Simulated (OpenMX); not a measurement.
Crystal: Ta2N.

```
Ta N
1.0
     3.11286    0.00000    0.00000
    -1.55643    2.69582    0.00000
     0.00000    0.00000    4.86984
Ta N
2 1
Direct
  0.33333 0.66667 0.25471
  0.66667 0.33333 0.74529
  0.00000 0.00000 0.00000
```

The cell comes from a database or a generator and needn't be the stable form of this composition.

Program: OpenMX 3.8.5. Alike in all runs: task single point; potentials or basis OpenMX 2013 PBE set, Ta7.0-s3p2d2f1, N6.0-s2p2d1, grid cutoff 400 Ry; no spin polarisation; cell as given; k mesh 7 × 7 × 5; smearing fermi-dirac 0.05 eV.

Q: Order these runs on this cell by their pressure, lowest first.
A. level PBE
B. level PBE+D3(BJ)
C. level PBE+D4

A: B (-9.4 GPa), C (-6.6 GPa), A (-3.1 GPa).

Caveats: the basis of atomic orbitals isn't converged, which shifts pressures, moduli and gaps; pairwise dispersion overbinds metals, which lowers pressure and volume (some runs).

Not every run made on this cell is shown here.
